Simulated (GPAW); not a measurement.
Here is a GPAW 26.7.0 calculation.

Contents of run.py:

```python
from ase import Atoms
from ase.dft.bandgap import bandgap
from ase.io import write
from ase.units import Bohr, GPa
from gpaw import GPAW, PW
from gpaw.elf import elf_from_dft_calculation

atoms = Atoms(['Pb', 'O', 'O'],
              cell=[[0.0, 2.701992, 2.701992],
                    [2.701992, 0.0, 2.701992],
                    [2.701992, 2.701992, 0.0]],
              scaled_positions=[[0.0, 0.0, 0.0],
                                [0.75, 0.75, 0.75],
                                [0.25, 0.25, 0.25]],
              pbc=True)

calc = GPAW(mode=PW(800),
            xc='PBE',
            kpts={'size': (9, 9, 9), 'gamma': True},
            occupations={'name': 'fermi-dirac', 'width': 0.05},
            nbands=24,
            convergence={'density': 1e-05, 'energy': 1e-05},
            maxiter=150,
            txt='gpaw.txt')
atoms.calc = calc
energy = atoms.get_potential_energy()
forces = atoms.get_forces()
stress = atoms.get_stress()
calc.write('gs.gpw')
write('result.traj', atoms)
print(f'Energy: {energy:.6f} eV')
print('Forces (eV/A):')
print(forces.round(4))
print('Stress (GPa):', (stress / GPa).round(3))
print('Fermi level:', round(calc.get_fermi_level(), 4), 'eV')
print(f'Gap: {bandgap(calc)[0]:.4f} eV, direct: {bandgap(calc, direct=True)[0]:.4f} eV')

# fields on the real-space grid
write('density.cube', atoms, data=calc.get_pseudo_density() * Bohr**3)
write('potential.cube', atoms, data=calc.get_electrostatic_potential())
write('elf.cube', atoms, data=elf_from_dft_calculation(calc).data)
```

Potentials or basis: GPAW PAW data sets (gpaw-data 1.2.1), pw.

Launch:

```sh
$ OMP_NUM_THREADS=1 python run.py
```

Task: Estimate the pressure.

Result: -1.1 GPa.

Task: Predict the band gap on the k mesh.

Result: None (metal or under the smearing width).

The run has no spin-orbit coupling, so splittings on Pb are missing.
